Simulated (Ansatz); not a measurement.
# Si: the cost of one run

Computed with Ansatz 0.2.0 (DFT PBE, scalar-relativistic, plane waves, PAW, unless a step's input says otherwise).

1 further run of the same task is left out (set aside as unsound or not needed).

## Step 1: The starting structure

Symmetry: P6/mmm, No. 191, hexagonal system. The conventional cell has a = 4.580 Å, b = 4.580 Å, c = 2.832 Å, α = 90.00°, β = 90.00°, γ = 120.00°. Around Ti (site symmetry 6/mmm) lie 14 Ti at 2.83 to 3.00 Å. Ti (site symmetry -6m2) has 11 Ti at 2.64 to 3.00 Å as nearest neighbours.

Coordinates:

```
Ti
1.0
     4.57954    0.00000    0.00000
    -2.28977    3.96599    0.00000
     0.00000    0.00000    2.83217
Ti
3
Direct
  0.00000 0.00000 0.00000
  0.33333 0.66667 0.50000
  0.66667 0.33333 0.50000
```

It goes back to an entry of the Materials Project, which need not be the stable form.

It is the result of an earlier relaxation at this level (volume 17.15 Å³/atom; gap on the mesh: none (metal)).

## Step 2: The substitution Ti → Si

The start of Si: fractional positions of relaxed Ti, cell scaled by 0.782, a guess from tabulated radii.

## Step 3: Probe: one point at the start (Si)

Input file input.yaml:

```yaml
crystal:
  lattice:
    - [3.5802656347, 0.0, 0.0]
    - [-1.7901328173, 3.1006009919, 0.0]
    - [0.0, 0.0, 2.2141827757]
  atoms:
    - { symbol: Si, position: [0.0, 0.0, 0.0] }
    - { symbol: Si, position: [0.3333333333, 0.6666666667, 0.5] }
    - { symbol: Si, position: [0.6666666667, 0.3333333333, 0.5] }
basis:
  ecutwfc: 420
kpoints:
  mp_grid: { grid: [6, 6, 8] }
hamiltonian:
  xc: pbe
scf:
  occupations: { method: gaussian, width: 0.1 }
output:
  forces: true
  stress: true
  eigenvalues: true
```

What time and memory should one allow on 1 thread of an x86-64 CPU, shared host?

About 1.4 s, with a peak of 0.39 GiB.
